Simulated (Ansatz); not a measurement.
The system is PbS.

```
Pb S
1.0
     2.11266    1.21975    3.45192
    -2.11266    1.21975    3.45192
     0.00000   -2.43949    3.45192
Pb S
1 1
Direct
  0.98057 0.98057 0.98057
  0.47504 0.47504 0.47504
```

The cell is a database's computed one.

Base run:

- Program: Ansatz 0.2.0
- Functional: PBE
- Potentials or basis: all-electron PAW datasets made for the crystal
- Cutoff: 260 eV (chosen from the basis error)
- k mesh: 6 × 6 × 6
- Occupations: fermi-dirac, width 0.05 eV
- Spin: no spin polarisation

Its results: band gap on the k mesh 0.45 eV, direct; pressure 0.9 GPa.

Problem. The run is repeated on the same cell with these changes: functional from PBE to PBE0; cutoff from 260 eV (chosen from the basis error) to 290 eV (chosen from the basis error). What comes out?

Solution. Band gap on the k mesh 1.47 eV, direct; pressure -0.1 GPa.

PBE0 gives the wider gap, since exact exchange removes part of the self-interaction.

Caveats: spin-orbit coupling is left out, which as a rule narrows the gap of such compounds by several tenths of an eV.

A k mesh can miss the band edges.
